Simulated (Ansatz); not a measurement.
# Cu under changes of volume

One of the cells (11.436 Å³/atom); the others are scaled copies at fixed shape and fractional positions:

```
CELL_PARAMETERS angstrom
2.53410 0.00000 0.00000
-1.26705 2.19459 0.00000
0.00000 0.00000 4.11257
ATOMIC_POSITIONS crystal
Cu 0.66667 0.33333 0.75000
Cu 0.33333 0.66667 0.25000
```

This isn't the form of Cu at room conditions, which is fcc.

```yaml
Program: Ansatz 0.2.0
Functional: LDA
Potentials_or_basis: Ansatz PAW
Cutoff: "420 eV (not typed: the program's choice for these potentials)"
k_mesh: 12 × 12 × 7
Occupations: fermi-dirac, width 0.05 eV
Spin: no spin polarisation
```

| volume (Å³/atom) | energy over the lowest point (meV/atom) | pressure (GPa) |
| --- | --- | --- |
| 10.749 | ? | ? |
| 10.978 | 0.00 | -1.2 |
| 11.207 | 4.30 | -4.7 |
| 11.436 | 13.36 | -7.9 |
| 11.664 | 26.61 | -10.6 |
| 11.893 | 43.55 | -13.0 |
| 12.122 | 63.73 | -15.1 |

Problem. What does the run at 10.749 Å³/atom give?

Solution. Energy over the lowest point 1.06 meV/atom; pressure 2.8 GPa.

Worked out: A Birch-Murnaghan fit of order 3 (a polynomial in V^(-2/3)) to the other rows has its minimum at 10.91 Å³/atom, just outside them, with B0 = V·E''(V) = 189 GPa and B' = 5.2 at fixed shape and positions, which overstates the stiffness. It gives 1.19 meV/atom at 10.749 Å³/atom, against the run's 1.06, and -dE/dV = 2.9 GPa, against 2.8.

Energies are extrapolated to zero smearing.

Caveats: the PAW data sets come from PBE, with cores solved anew for the run's functional, which leaves a small shift of forces and pressure.
